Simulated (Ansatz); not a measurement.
O in its lowest state found on the top face of a (100) slab of Cu (Fm-3m (No. 225)), 5 planes, outer planes Cu (top) and Cu (bottom); 1 a cell of 6.35 Å², its atoms last:

```yaml
crystal:
  lattice:
    - [2.51968, 0.00000, 0.00000]
    - [0.00000, 2.51968, 0.00000]
    - [0.00000, 0.00000, 26.12674]
  atoms:
    - { symbol: Cu, position: [0.50000, 0.50000, 0.32534] }
    - { symbol: Cu, position: [0.00000, 0.00000, 0.39353] }
    - { symbol: Cu, position: [0.50000, 0.50000, 0.46211] }
    - { symbol: Cu, position: [0.00000, 0.00000, 0.52935] }
    - { symbol: Cu, position: [0.50000, 0.50000, 0.60804] }
    - { symbol: O, position: [0.00000, 0.00000, 0.62930] }
```

Level of theory: Ansatz 0.2.0, DFT PBEsol, scalar-relativistic, plane waves, PAW. Settings: cutoff 420 eV, Γ-centred mesh 11×11×1 on the computed 6-atom cell, Gaussian smearing of 0.10 eV; no spin polarisation. A dipole correction removes the field between periodic images along c.

The clean top face has a work function of 4.63 eV. Adsorption changes the slab's dipole along +c by Δp = -0.0432 e·Å a cell (-0.21 D an adsorbate).

(1) What change of work function does the Helmholtz equation give?

(2) How does that compare with the calculation?

(3) What does the sign say about the electrons?

Spin polarisation was left out, and a magnetic state may lie lower.

## Answers

(1) A sheet of dipoles makes a step in an electron's potential energy of −e·Δp/(ε0·A), and e/ε0 = 180.95 eV·Å for Δp in e·Å: −180.95 × (-0.0432)/6.35 = +1.23 eV. This is the change of φ(top) − φ(bottom). If the bottom face is unmoved, φ(top) becomes 5.86 eV.

(2) φ(top) changes by +1.18 eV and φ(bottom) by -0.05 eV, so their difference changes by +1.23 eV. The bottom face hardly moves.

(3) The change of dipole points into the surface (negative end outward), so the work function rises. Electrons gather on the vacuum side. Δp also holds the adsorbate's own dipole and the moves of the surface atoms, so it isn't a charge transfer alone.